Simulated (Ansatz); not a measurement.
Geometry optimisation in Ansatz: input, command and trajectory.

```yaml
crystal:
  lattice:
    - [3.7591936572, 0.0, 0.0]
    - [-1.8795968286, 3.2555572049, 0.0]
    - [0.0, 0.0, 4.7504837455]
  atoms:
    - { symbol: Si, position: [0.3333333333, 0.6666666667, 0.75] }
    - { symbol: Si, position: [0.6666666667, 0.3333333333, 0.25] }
    - { symbol: Ni, position: [0.0, 0.0, 0.0] }
    - { symbol: Ni, position: [0.0, 0.0, 0.5] }
    - { symbol: Ni, position: [0.3333333333, 0.6666666667, 0.25] }
    - { symbol: Ni, position: [0.6666666667, 0.3333333333, 0.75] }
basis:
  ecutwfc: 500
kpoints:
  mp_grid: { grid: [12, 12, 8] }
hamiltonian:
  xc: r2scan
scf:
  occupations: { method: gaussian, width: 0.1 }
output:
  forces: true
  stress: true
  eigenvalues: true
relax:
  adjacent_minimum: "off"
  f_tol: 0.01
  max_steps: 30
  cell: { stress_tol: 0.1, fix: [volume] }
```

```bash
ansatz run input.yaml --threads 1 --pin off --max-ram 2560MiB --backend cpu --events-out ev --progress --plain --runs-dir out
```

The calculation used DFT r2SCAN, scalar-relativistic, plane waves, PAW (Ansatz).

The volume is held at 0.91 times that of the relaxed cell.

Of 4 frames 3 are shown, positions in Å and forces in eV/Å; the SCF threshold varies from step to step. Steps run on the plane waves of an earlier cell, with a Pulay correction in the pressure. The basis is chosen afresh for the last frame, the zero of the energies, and at times for earlier ones too; energy and pressure step there, also at an unchanged geometry. Spin polarisation was left out; whether the Ni atoms would carry moments isn't shown by this run.

```xyz
6
Lattice="3.7592 0.0000 0.0000 -1.8796 3.2556 0.0000 0.0000 0.0000 4.7505" Properties=species:S:1:pos:R:3:forces:R:3 pbc="T T T" step=1 free_energy_over_end_meV_per_atom=0.08 pressure_GPa=26.60
Si    0.0000    2.1704    3.5629    0.0000    0.0000    0.0000
Si    1.8796    1.0852    1.1876    0.0000    0.0000    0.0000
Ni    0.0000    0.0000    0.0000    0.0000    0.0000    0.0000
Ni    0.0000    0.0000    2.3752    0.0000    0.0000    0.0000
Ni    0.0000    2.1704    1.1876    0.0000    0.0000    0.0000
Ni    1.8796    1.0852    3.5629    0.0000    0.0000    0.0000
6
Lattice="3.7608 0.0000 0.0000 -1.8804 3.2569 0.0000 0.0000 0.0000 4.7465" Properties=species:S:1:pos:R:3:forces:R:3 pbc="T T T" step=2 free_energy_over_end_meV_per_atom=0.03 pressure_GPa=26.57
Si    0.0000    2.1713    3.5598    0.0000    0.0000    0.0000
Si    1.8804    1.0856    1.1866    0.0000    0.0000    0.0000
Ni    0.0000    0.0000    0.0000    0.0000    0.0000    0.0000
Ni    0.0000    0.0000    2.3732    0.0000    0.0000    0.0000
Ni    0.0000    2.1713    1.1866    0.0000    0.0000    0.0000
Ni    1.8804    1.0856    3.5598    0.0000    0.0000    0.0000
6
Lattice="3.7632 0.0000 0.0000 -1.8816 3.2590 0.0000 0.0000 0.0000 4.7404" Properties=species:S:1:pos:R:3:forces:R:3 pbc="T T T" step=4 free_energy_over_end_meV_per_atom=0.00 pressure_GPa=26.52
Si    0.0000    2.1727    3.5553    0.0000    0.0000    0.0000
Si    1.8816    1.0863    1.1851    0.0000    0.0000    0.0000
Ni    0.0000    0.0000    0.0000    0.0000    0.0000    0.0000
Ni    0.0000    0.0000    2.3702    0.0000    0.0000    0.0000
Ni    0.0000    2.1727    1.1851    0.0000    0.0000    0.0000
Ni    1.8816    1.0863    3.5553    0.0000    0.0000    0.0000
```

Time: 3.6 min on 1 thread of Intel(R) Xeon(R) Processor @ 2.50GHz (Skylake/Cascade Lake) (shared host), peak memory 0.7 GiB.